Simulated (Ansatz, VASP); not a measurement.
# One calculation of BN, two programs

POSCAR

```
BN
1.0
    0.0000000000      1.8856816338      1.7693476878
    1.8856816338      0.0000000000      1.7693476878
    1.8856816338      1.8856816338      0.0000000000
B N
1 1
Direct
    0.0000000000      0.0000000000      0.0000000000
    0.2500000000      0.2500000000      0.2500000000
```

Contents of INCAR.step1:

```
SYSTEM = BN
PREC     = Accurate       ! precision mode
ENCUT    = 520            ! plane-wave cutoff, eV
EDIFF    = 1E-5           ! SCF threshold, eV
ISMEAR   = 0              ! smearing method
SIGMA    = 0.01           ! smearing width, eV
LREAL    = .FALSE.        ! projectors in reciprocal space
LASPH    = .TRUE.         ! aspherical terms in the spheres
NELM     = 100            ! most SCF steps
ALGO     = Normal         ! electronic algorithm
ISIF     = 2              ! what is computed and relaxed
LWAVE    = .TRUE.         ! write WAVECAR
LCHARG   = .FALSE.        ! write CHGCAR
GGA      = PE             ! functional
NBANDS   = 11             ! bands
```

INCAR.step2

```
SYSTEM = BN
PREC     = Accurate       ! precision mode
ENCUT    = 520            ! plane-wave cutoff, eV
EDIFF    = 1E-6           ! SCF threshold, eV
ISMEAR   = 0              ! smearing method
SIGMA    = 0.01           ! smearing width, eV
LREAL    = .FALSE.        ! projectors in reciprocal space
LASPH    = .TRUE.         ! aspherical terms in the spheres
NELM     = 100            ! most SCF steps
ALGO     = Normal         ! electronic algorithm
ISIF     = 2              ! what is computed and relaxed
LWAVE    = .FALSE.        ! write WAVECAR
LCHARG   = .FALSE.        ! write CHGCAR
GGA      = PE             ! functional
LHFCALC  = .TRUE.         ! exact exchange
HFSCREEN = 0.2079         ! screening, 1/A
PRECFOCK = Normal       
ISTART   = 1            
NBANDS   = 11             ! bands
```

The input KPOINTS:

```
regular mesh
0
G
  8 8 8
  0 0 0
```

Input for Ansatz:

```yaml
crystal:
  lattice:
    - [0.0, 1.8856816338, 1.7693476878]
    - [1.8856816338, 0.0, 1.7693476878]
    - [1.8856816338, 1.8856816338, 0.0]
  atoms:
    - { symbol: B, position: [0.0, 0.0, 0.0] }
    - { symbol: "N", position: [0.25, 0.25, 0.25] }
kpoints:
  mp_grid: { grid: [8, 8, 8] }
  band_path:
    path:
      - [0.0, 0.0, 0.0]
      - [-0.5, -0.5, 0.0]
      - [-0.375, -0.375, 0.25]
      - [-0.375, 0.0, 0.375]
      - [0.0, 0.0, 0.5]
      - [-0.5, -0.25, 0.25]
    npoints: 1
hamiltonian:
  xc: hse06
scf:
  occupations: { method: fixed }
  n_extra_bands: 4
output:
  forces: true
  stress: true
  eigenvalues: true
```

Change from the starting cell: epitaxial_xy strain +4.5%.

Alike in both runs: task single point; functional HSE06; k mesh 8 × 8 × 8; no spin polarisation.

|  | VASP | Ansatz |
| --- | --- | --- |
| version | VASP 6.6.1 | Ansatz 0.2.0 |
| potentials or method | VASP PAW PBE potentials, release 64 (B, N) | plane waves, PAW |
| plane-wave cutoff (eV) | 520 | 420 |
| occupations | gaussian, width 0.01 eV | fixed |
| valence electrons in the cell | 8 | 8 |

|  | VASP | Ansatz | Ansatz less VASP |
| --- | --- | --- | --- |
| gap on the k mesh at the Fermi level (eV) | 4.66 | 4.67 | +0.012 |
| pressure (GPa) | -27.4 | -27.7 | -0.26 |
| largest component of the traceless stress (GPa) | 23.62 | 23.63 | +0.003 |

Ansatz warned: «stress_exchange_threshold_loose».

Caveats: so large a pressure means that the cell lies far from this level's equilibrium, or that cutoff or potentials fall short (VASP); the potentials were made for another functional, which shifts forces and pressure (VASP). A k mesh can miss the band edges.
